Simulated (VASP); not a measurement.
Input of a VASP 6.6.1 run:

INCAR

```
  ALGO = Fast
  EDIFF = 1E-7
  EDIFFG = -0.01
  ENCUT = 600
  GGA = PE
  IBRION = 2
  ISIF = 4
  ISMEAR = 0
  LASPH = T
  LCHARG = F
  LREAL = F
  LWAVE = F
  NELM = 80
  NSW = 40
  PREC = Accurate
  SIGMA = 0.03
```

File KPOINTS:

```
k-points
0
Gamma
  12 12 6
```

File POSCAR:

```
AlN                                     
1.0
    3.0640142395      0.0000000000      0.0000000000
   -1.5320071197      2.6535141689     -0.0000000000
    0.0000000000     -0.0000000000      4.9135310531
  Al              N             
     2     2
Direct
     0.3333333332999970    0.6666666667000030    0.9992990147967694
     0.6666666667000030    0.3333333332999970    0.4992990147967694
     0.3333333332999970    0.6666666667000030    0.3807009852032331
     0.6666666667000030    0.3333333332999970    0.8807009852032331
```

Potentials or basis: VASP PAW PBE potentials, release 64 (Al, N).

Launch:

```console
$ cat potpaw_PBE.64/Al/POTCAR potpaw_PBE.64/N/POTCAR > POTCAR
$ mpirun -np 1 vasp_std > vasp.out
```

Task: Predict the band gap on the k mesh.

Result: 4.58 eV, direct.

Task: What does it give for the energy gained by relaxing?

Result: 0.1 meV/atom.

Final structure:
```yaml
crystal:
  lattice:
    - [3.06892, 0.00000, 0.00000]
    - [-1.53446, 2.65777, 0.00000]
    - [0.00000, 0.00000, 4.89782]
  atoms:
    - { symbol: Al, position: [0.33333, 0.66667, 0.99858] }
    - { symbol: Al, position: [0.66667, 0.33333, 0.49858] }
    - { symbol: N, position: [0.33333, 0.66667, 0.38142] }
    - { symbol: N, position: [0.66667, 0.33333, 0.88142] }
```

A k mesh can miss the band edges.
